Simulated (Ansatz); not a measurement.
Crystal: HgTe.

```
CELL_PARAMETERS angstrom
-3.04560 3.04560 1.55941
3.04560 -3.04560 1.55941
3.04560 3.04560 -1.55941
ATOMIC_POSITIONS crystal
Hg 0.75000 0.25000 0.50000
Te 0.00000 0.00000 0.00000
```

Measurements of this composition are mostly on another form, of space group No. 216.

| Item | Value |
| --- | --- |
| Program | Ansatz 0.2.0 |
| Task | relaxation of cell and atoms |
| Functional | PBE |
| Potentials or basis | all-electron LAPW, scalar-relativistic |
| Basis error allowed | 0.001 eV/atom |
| k mesh | 7 × 7 × 7 |
| Occupations | fermi-dirac, width 0.05 eV |
| Spin | no spin polarisation |

At the start: volume 28.93 Å³/atom.

Problem. How do energy, volume and symmetry change on relaxing?

Solution. Over 5 steps the energy falls by 9.8 meV/atom and the volume is 28.96 Å³/atom (+0.1 %); space group I-4m2 (No. 119, to 0.05 Å).

The path:
| step | energy change (eV) | largest force (eV/Å) | volume (Å³) |
| --- | --- | --- | --- |
| 1 | 0.0000 | 0.0000 | 57.86 |
| 2 | -0.0188 | 0.0000 | 57.67 |
| 3 | -0.0195 | 0.0000 | 57.98 |
| 4 | -0.0196 | 0.0000 | 57.93 |
| 5 | -0.0196 | 0.0000 | 57.93 |

Final structure:
```xyz
2
Lattice="-3.0909 3.0909 1.5159 3.0909 -3.0909 1.5159 3.0909 3.0909 -1.5159" Properties=species:S:1:pos:R:3 pbc="T T T"
Hg    0.0000    3.0909    0.7579
Te    0.0000    0.0000    0.0000
```

Caveat: the k mesh is thin for a metal, which can move the energy by tens of meV per atom.
